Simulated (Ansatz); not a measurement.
Runs of Ansatz 0.2.0 on Y. It takes space group Fm-3m (No. 225, cubic). The conventional cell has a = 5.104 Å, b = 5.104 Å, c = 5.104 Å, α = 90.00°, β = 90.00°, γ = 90.00°. Y (site symmetry m-3m) has 12 Y at 3.61 Å as nearest neighbours. This isn't the form of Y at room conditions, which is hcp.

```csv
task,level,U,cell,cutoff (eV),gap on the mesh (eV),pressure (GPa),relaxed volume (Å³/atom)
single point,LDA+U,Y d U = 4 eV,as given,129,none,2.4,-
single point,LDA+U,Y d U = 5 eV,as given,129,none,4.4,-
relaxation of cell and atoms,RPBE,-,relaxed,-,-,0.0,(c)
single point,LDA+U,Y d U = 2 eV,as given,129,none,-1.6,-
single point,LDA+U,Y d U = 6 eV,as given,129,none,6.6,-
relaxation of cell and atoms,RPBE+D4,-,relaxed,-,-,0.0,32.28
single point,LDA,-,as given,129,none,(b),-
relaxation of cell and atoms,RPBE+D3(BJ),-,relaxed,-,-,0.0,21.89
single point,LDA+U,Y d U = 3 eV,as given,129,none,(a),-
single point,LDA+U,Y d U = 8 eV,as given,129,none,13.1,-
```

Alike in all rows: potentials or basis all-electron LAPW, scalar-relativistic; no spin polarisation; k mesh 9 × 9 × 9; smearing fermi-dirac 0.05 eV; basis error allowed 0.001 eV/atom.

Estimate the missing entries.

(a) 0.4; (b) -4.4; (c) 33.85.

Caveats: U is the effective U less J, on atomic orbitals that reach past the spheres (some runs); U without spin polarisation on a metal has little footing (some runs); the U is typed as a test and isn't derived for this compound (some runs); the volume moved by over 15 % at a fixed basis, so the end points are rough (some runs).

A k mesh can miss the band edges, and the runs leave out spin-orbit coupling on Y.

A gap of «none» marks a metal or a gap under the smearing width.

Runs at the PBE level aren't shown here.
